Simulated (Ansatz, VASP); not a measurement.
# CoO: VASP beside Ansatz, part 2 of 2

Wanted: the spread between two codes on one cell, functional and k mesh. The cell is taken from a series of runs on this material, whose earlier steps may have relaxed, scaled, displaced or heated it; both programs get it as it stands. Other levels of theory on this material are compared in a session of their own.

VASP 6.6.1 and Ansatz 0.2.0.

So far: Set-up; Ansatz: single point, PBEsol; VASP: single point, PBEsol.

In doubt: warnings of the run leave room for a lower electronic state (step 2), so energies may not be the lowest and differences between runs may mislead.

**3. VASP: single point, PBEsol (continued)**

Level of this step: PBEsol, spin-polarised from a ferromagnetic start; plane waves and PAW (Co, O) (VASP).

Numbers of over 12 decimals in the logs are rounded to 6 here.

Parts of OUTCAR (step 3):

```text
ion  position               nearest neighbor table
   1  0.667  0.667  0.333-   4 2.12   6 2.12   6 2.12   5 2.12   4 2.12   5 2.12   3 3.00   2 3.00
                             2 3.00   2 3.00   3 3.00   3 3.00   3 3.01   2 3.01   3 3.01   2 3.01
   2  0.000  0.000  0.000-   5 2.12   6 2.12   4 2.12   4 2.12   6 2.12   5 2.12   3 3.00   1 3.00
                             3 3.00   1 3.00   1 3.00   3 3.00   3 3.01   1 3.01   1 3.01   3 3.01
   3  0.333  0.333  0.667-   4 2.12   5 2.12   5 2.12   6 2.12   4 2.12   6 2.12   1 3.00   2 3.00
                             2 3.00   2 3.00   1 3.00   1 3.00   1 3.01   2 3.01   1 3.01   2 3.01
   4  0.000  0.500  0.000-   1 2.12   3 2.12   2 2.12   2 2.12   1 2.12   3 2.12
   5  0.333  0.833  0.667-   2 2.12   3 2.12   3 2.12   1 2.12   2 2.12   1 2.12
   6  0.667  0.167  0.333-   2 2.12   1 2.12   1 2.12   3 2.12   2 2.12   3 2.12

  LATTYP: Found a base centered monoclinic cell.
 ALAT       =     9.9133148328
 B/A-ratio  =     0.3037267696
 C/A-ratio  =     0.4284601033
 COS(beta)  =    -0.4220055396

 Subroutine GETGRP returns: Found  4 space group operations
 (whereof  4 operations were pure point group operations)

The static configuration has the point symmetry C_2h.

 Found    160 irreducible k-points:

   k-points           NKPTS =    160   k-points in BZ     NKDIM =    160   number of bands    NBANDS=     36

   dimension x,y,z NGX =    24 NGY =   32 NGZ =   40
   dimension x,y,z NGXF=    48 NGYF=   64 NGZF=   80

   ENCUT  =  520.0 eV  38.22 Ry    6.18 a.u.   5.60  7.90  9.63*2*pi/ulx,y,z

   NELECT =      45.0000    total number of electrons

 k-points in reciprocal lattice and weights: Automatic mesh
   0.00000000  0.00000000  0.00000000       0.002
   0.11111111  0.00000000  0.00000000       0.007
   0.22222222 -0.00000000  0.00000000       0.007
   0.33333333  0.00000000  0.00000000       0.007
   0.44444444 -0.00000000  0.00000000       0.007
   0.00000000  0.14285714  0.00000000       0.004
   0.11111111  0.14285714  0.00000000       0.007
   0.22222222  0.14285714  0.00000000       0.007
   0.33333333  0.14285714  0.00000000       0.007
[...]
0.00000000 -0.28571429  0.44444444       0.004
   0.00000000 -0.14285714  0.44444444       0.004

 average (electrostatic) potential at core
       1 -80.8654       2 -80.8654       3 -80.8654       4 -68.0143       5 -68.0143
       6 -68.0143

 E-fermi :   7.9435

 spin component 1
 k-point     1 :       0.0000    0.0000    0.0000
  band No.  band energies     occupation
    ...
     23       5.9970      1.00000
     24       6.0250      1.00000
     25       6.0250      1.00000
     26       7.2527      1.00000
     27       7.2527      1.00000
     28       8.8321      0.00000
     29      16.1087      0.00000
     30      16.1087      0.00000
     31      16.4548      0.00000
     32      16.4548      0.00000
    ...

 k-point     2 :       0.1111    0.0000    0.0000
  band No.  band energies     occupation
    ...
     23       5.9461      1.00000
     24       5.9893      1.00000
     25       6.0007      1.00000
     26       6.8540      1.00000
     27       7.2333      1.00000
     28       9.4921      0.00000
     29      15.9587      0.00000
     30      16.0344      0.00000
     31      16.7160      0.00000
     32      17.0508      0.00000
    ...

 k-point     3 :       0.2222   -0.0000    0.0000
  band No.  band energies     occupation
    ...
     23       5.9132      1.00000
     24       5.9382      1.00000
     25       6.5349      1.00000
     26       6.5853      1.00000
     27       6.7715      1.00000
     28      10.9283      0.00000
     29      15.3875      0.00000
     30      15.9463      0.00000
     31      17.3312      0.00000
     32      17.7261      0.00000
    ...

 k-point     4 :       0.3333    0.0000    0.0000
  band No.  band energies     occupation
    ...
     23       5.8768      1.00000
     24       5.9357      1.00000
     25       6.1061      1.00000
     26       6.6722      1.00000
     27       7.1023      1.00000
     28      12.4862      0.00000
     29      14.4457      0.00000
     30      15.8624      0.00000
     31      17.4515      0.00000
     32      17.5656      0.00000
    ...

 k-point     5 :       0.4444   -0.0000    0.0000
  band No.  band energies     occupation
    ...
     23       5.9859      1.00000
     24       6.0160      1.00000
     25       6.0249      1.00000
     26       7.0368      1.00000
     27       7.2756      1.00000
     28      13.7805      0.00000
     29      13.9025      0.00000
     30      15.1274      0.00000
     31      17.4951      0.00000
     32      17.6201      0.00000
    ...

 k-point     6 :       0.0000    0.1429    0.0000
  band No.  band energies     occupation
    ...
     23       5.9719      1.00000
     24       6.2980      1.00000
     25       6.4696      1.00000
     26       6.9522      1.00000
     27       7.5740      0.99938
     28       9.4376      0.00000
     29      15.2127      0.00000
     30      15.3972      0.00000
     31      16.7041      0.00000
     32      16.7949      0.00000
    ...

  Total       -3.4441346     -3.4192177     -3.5499597      0.0000000      0.0199291      0.0000000
  in kB      -96.0191928    -95.3245354    -98.9694960      0.0000000      0.5556052      0.0000000
  external PRESSURE =     -96.7710747 kB  Pullay stress =       0.0000000 kB

  energy-cutoff  :      520.00
  volume of cell :       57.47
      direct lattice vectors                 reciprocal lattice vectors
    -3.010939090  0.000000000  0.000000000    -0.332122295 -0.063916965  0.091077410
     0.000000000 -3.476732988 -2.439926906     0.000000000 -0.255667862 -0.045538705
     1.505469545 -0.869183247  4.879853812     0.000000000 -0.127833931  0.182154819

 POSITION                                       TOTAL-FORCE (eV/Angst)
 -----------------------------------------------------------------------------------
     -1.50547     -2.60755     -0.00000         0.000000      0.000000      0.000000
      0.00000      0.00000      0.00000        -0.000000      0.000000      0.000000
      0.00000     -1.73837      2.43993        -0.000000     -0.000000      0.000000
      0.00000     -1.73837     -1.21996        -0.000000      0.000000      0.000000
      0.00000     -3.47673      1.21996         0.000000      0.000000     -0.000000
     -1.50547     -0.86918      1.21996         0.000000     -0.000000     -0.000000
 -----------------------------------------------------------------------------------
    total drift:                               -0.000000      0.000000      0.000000

  FREE ENERGIE OF THE ION-ELECTRON SYSTEM (eV)
  ---------------------------------------------------
  free  energy   TOTEN  =       -41.9146362039 eV

  energy  without entropy=      -41.8144162820  energy(sigma->0) =      -41.86452624

 total charge
# of ion       s       p       d       tot
------------------------------------------
    1        0.300   0.367   7.150   7.817
    2        0.300   0.367   7.150   7.817
    3        0.300   0.367   7.150   7.817
    4        1.551   3.403   0.000   4.954
    5        1.551   3.403   0.000   4.954
    6        1.551   3.403   0.000   4.954
--------------------------------------------------
tot          5.551  11.310  21.451  38.312

 magnetization (x)
# of ion       s       p       d       tot
------------------------------------------
    1        0.020   0.018   2.515   2.552
    2        0.020   0.018   2.515   2.552
    3        0.020   0.018   2.515   2.552
    4        0.029   0.283   0.000   0.312
    5        0.029   0.283   0.000   0.312
    6        0.029   0.283   0.000   0.312
--------------------------------------------------
tot          0.148   0.902   7.545   8.594

[... 6 further parts left out ...]
```

The run ends at a pressure of -9.68 GPa.

**4. Comparison**

Known differences besides the potentials themselves: VASP starts from the moments at which Ansatz ended; the data sets hold 69 valence electrons in Ansatz (on its default PAW (the set named soft_2) files) and 45 in VASP; the cutoff is 420 eV in Ansatz and 520 eV in VASP; Ansatz makes its cores anew for this functional, VASP keeps those of its PBE data sets; site moments are counted in spheres of each program's own size. Total energies have different zeros and are not compared.

Compared:

```
          quantity  Ansatz  VASP  difference
 total moment (μB)    8.84  8.75       +0.09
moment on Co1 (μB)    2.49  2.55       -0.06
moment on Co2 (μB)    2.49  2.55       -0.06
moment on Co3 (μB)    2.49  2.55       -0.06
 moment on O4 (μB)    0.34  0.31       +0.03
 moment on O5 (μB)    0.34  0.31       +0.03
 moment on O6 (μB)    0.34  0.31       +0.03
```

**5. What came out**

| Item | Value |
| --- | --- |
| difference in total moment (single point, PBEsol) | 0.089 μB |

The difference in total moment is 0.089 μB (single point, PBEsol). The data sets hold unlike numbers of valence electrons (69 in Ansatz and 45 in VASP), so part of the differences may come from the potentials. 6 further pairs of this series are not shown here. How closely two codes agree says nothing of how well the functional describes the real material.

[Lines on the potential files, build, host, timing and source positions are cut from VASP's logs without a mark.]

[Logs are printed without paths, hosts, clocks, repeated set-up lines and the standing remarks that a program may print on its own settings, such as how far it seeks lower states.]

[Hosts, paths, dates, database ids (printed as entryN), source tags and the programs' standing remarks are cut or masked in the printed files.]
